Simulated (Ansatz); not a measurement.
# Se: the cost of one run

Method: DFT PBE, scalar-relativistic, plane waves, PAW, in Ansatz 0.2.0.

### 1 The starting structure

Symmetry: P4/mmm, No. 123, tetragonal system. Conventional cell: a = 4.939 Å, b = 4.939 Å, c = 2.307 Å, α = 90.00°, β = 90.00°, γ = 90.00°. Se (site symmetry 4/mmm) has 6 Se at 2.31 to 2.47 Å as nearest neighbours. Se (site symmetry mmm) is surrounded by 4 Se at 2.31 to 2.47 Å.

As a file:

```
CELL_PARAMETERS angstrom
4.93903 0.00000 0.00000
0.00000 4.93903 0.00000
0.00000 0.00000 2.30731
ATOMIC_POSITIONS crystal
Se 0.00000 0.00000 0.00000
Se 0.00000 0.50000 0.00000
Se 0.50000 0.00000 0.00000
```

Recipe of the guess: 4-, 6-connected net of one element (P4/mmm, No. 123). The dimensions are guesses.

### 2 A first look at the guess

input.yaml

```yaml
crystal:
  lattice:
    - [4.93902832, 0.0, 0.0]
    - [0.0, 4.93902832, 0.0]
    - [0.0, 0.0, 2.30731445]
  atoms:
    - { symbol: Se, position: [0.0, 0.0, 0.0] }
    - { symbol: Se, position: [0.0, 0.5, 0.0] }
    - { symbol: Se, position: [0.5, 0.0, 0.0] }
basis:
  ecutwfc: 420
kpoints:
  mp_grid: { grid: [4, 4, 8] }
hamiltonian:
  xc: pbe
scf:
  occupations: { method: gaussian, width: 0.1 }
  lower_state_search: "off"
output:
  forces: true
  stress: true
  eigenvalues: true
```

Launch:

```sh
$ ansatz run input.yaml --threads 1 --pin off --max-ram 2560MiB --backend cpu --events-out ev --progress --plain --runs-dir out
```

What time and memory should one allow on 1 thread of Arm Neoverse V2, shared host?

About 3.3 s, with a peak of 0.31 GiB.
